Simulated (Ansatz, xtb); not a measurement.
**C7H6O: which of two isomers lies lower**

Structure I is `O=Cc1ccccc1`, a singlet and structure II is `C#Cc1ccoc1C`, a singlet. Both are isolated molecules in the gas phase, relaxed with PBE0-D3(BJ)/def2-SVP; the shapes shown needn't be the lowest conformers.

I (Å):

| atom | x (Å) | y (Å) | z (Å) |
| --- | --- | --- | --- |
| C | 0.0507 | -1.9345 | 0.5603 |
| C | 0.0717 | -0.4595 | 0.6736 |
| C | -0.7645 | 0.1847 | 1.5904 |
| C | -0.7454 | 1.5731 | 1.6968 |
| C | 0.1116 | 2.3162 | 0.8853 |
| C | 0.9495 | 1.6760 | -0.0325 |
| C | 0.9307 | 0.2912 | -0.1393 |
| O | 0.7343 | -2.5724 | -0.2000 |
| H | -0.6697 | -2.4420 | 1.2536 |
| H | -1.4318 | -0.4102 | 2.2214 |
| H | -1.3982 | 2.0783 | 2.4122 |
| H | 0.1283 | 3.4059 | 0.9674 |
| H | 1.6176 | 2.2658 | -0.6643 |
| H | 1.5719 | -0.2416 | -0.8454 |

II (Å):

```xyz
14

C     0.1570   -2.4155    1.5875
C    -0.0762   -1.2432    1.3759
C    -0.3491    0.1269    1.1285
C    -1.4494    0.9111    1.6288
C    -1.2768    2.1567    1.1179
C     0.4010    0.9801    0.3491
C     1.6402    0.7834   -0.4312
O    -0.1649    2.2016    0.3477
H     0.3607   -3.4529    1.7768
H    -2.2486    0.5680    2.2804
H    -1.8368    3.0837    1.2058
H     1.9745   -0.2568   -0.3295
H     2.4439    1.4482   -0.0772
H     1.4772    0.9985   -1.4991
```

Quicker runs give these differences E(II) − E(I): GFN2-xTB +23.9 kcal/mol; HF/STO-3G +32.5 kcal/mol (at GFN2-xTB geometries); r2SCAN-D4/def2-SVP +53.3 kcal/mol (at GFN2-xTB geometries).

Q: Estimate E(II) − E(I) at the level CCSD(T)/def2-SVP + ΔMP2/def2-TZVPP.

A: Calculated at CCSD(T)/def2-SVP + ΔMP2/def2-TZVPP: E(II) − E(I) = +48.1 kcal/mol, so structure I lies lower.

How the difference moves with the method:

| level | geometry | E(II) − E(I) (kcal/mol) | departure from the last row (kcal/mol) | job, with rough time for the two |
| --- | --- | --- | --- | --- |
| GFN2-xTB | GFN2-xTB | +23.9 | −24.2 | optimisation, 0.11 s |
| HF/STO-3G | GFN2-xTB | +32.5 | −15.6 | single point, 0.32 s |
| r2SCAN-D4/def2-SVP | GFN2-xTB | +53.3 | +5.2 | single point, 3.7 s |
| PBE0-D3(BJ)/def2-SVP | PBE0-D3(BJ)/def2-SVP | +52.2 | +4.1 | optimisation, 73 s |
| HF/def2-SVP | PBE0-D3(BJ)/def2-SVP | +54.9 | +6.8 | part of the CCSD(T) run |
| MP2/def2-SVP | PBE0-D3(BJ)/def2-SVP | +49.3 | +1.2 | part of the CCSD(T) run |
| CCSD(T)/def2-SVP | PBE0-D3(BJ)/def2-SVP | +49.7 | +1.6 | single point |
| CCSD(T)/def2-SVP + ΔMP2/def2-TZVPP | PBE0-D3(BJ)/def2-SVP | +48.1 |  | single point, 84 s |

As drawn, II has 1 C≡C, 1 C–C, 2 C∷O in place of 1 C=O, 3 C∷C (∷ is an aromatic bond). Structure I has a 6-membered ring (with an aromatic ring), II a 5-membered ring (with an aromatic ring).

The levels shown agree on the order. The largest departure from CCSD(T)/def2-SVP + ΔMP2/def2-TZVPP is that of GFN2-xTB, 24.2 kcal/mol. The last row adds to CCSD(T) the change of the MP2 difference between the two basis sets, here −1.6 kcal/mol.

With thermal terms from frequencies at re-optimised GFN2-xTB minima (ideal gas, soft modes damped towards free rotors, one conformer each, 298.15 K, 1 atm): on the last row, ΔE + ΔZPE = +47.0, ΔH = +47.7, ΔG = +46.1 kcal/mol.

The correlated steps freeze 8 core orbitals. Programs: Ansatz 0.2.0, xtb 6.7.1; the last row on 4 threads of Arm Neoverse V2 on a shared host.
